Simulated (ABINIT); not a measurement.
Crystal: CuO.

```
Cu O
1.0
     2.87950    0.00000    0.00000
     0.03907    2.87928    0.00000
     0.01750    0.01724    5.17634
Cu O
2 2
Direct
  0.00000 0.50000 0.00000
  0.50000 0.00000 0.50000
  0.99842 0.00167 0.74989
  0.00158 0.99833 0.25011
```

The cell comes from a database or a generator and needn't be the stable form of this composition.

- Program: ABINIT 10.8.3 (patched build)
- Task: relaxation of cell and atoms
- Functional: PBEsol
- Potentials or basis: JTH PAW PBE v2.0
- Cutoff: 707 eV
- k mesh: 4 × 4 × 2
- Occupations: fermi-dirac, width 0.05 eV
- Spin: no spin polarisation

At the start: pressure -1.4 GPa; volume 10.73 Å³/atom.

**Question.** Where does the relaxation end?

**Answer.** Over 6 steps the energy falls by 4.1 meV/atom and the volume is 10.74 Å³/atom (+0.1 %); space group Cccm (No. 66, to 0.05 Å).

Step by step:
```csv
step,energy change (eV),largest force (eV/Å),pressure (GPa),volume (Å³)
1,0.0000,0.0128,-1.38,42.92
2,-0.0056,0.0114,-0.41,42.73
3,-0.0127,0.0059,1.32,42.49
4,-0.0146,0.0052,1.24,42.58
5,-0.0164,0.0061,0.35,42.89
6,-0.0165,0.0056,0.05,42.97
```

Final structure:
```xyz
4
Lattice="2.9154 -0.0049 -0.0009 0.0347 2.9147 -0.0006 0.0161 0.0163 5.0562" Properties=species:S:1:pos:R:3 pbc="T T T"
Cu    0.0173    1.4574   -0.0003
Cu    1.4657    0.0057    2.5276
O     2.9234    0.0116    3.7913
O     0.0426    2.9146    1.2634
```

Caveat: the k mesh is coarse (spacing up to 0.61 Å⁻¹), so the values aren't converged; the PAW data sets were made with another functional, which shifts forces and pressure a little; the run has no spin polarisation, though such a crystal can be magnetic.
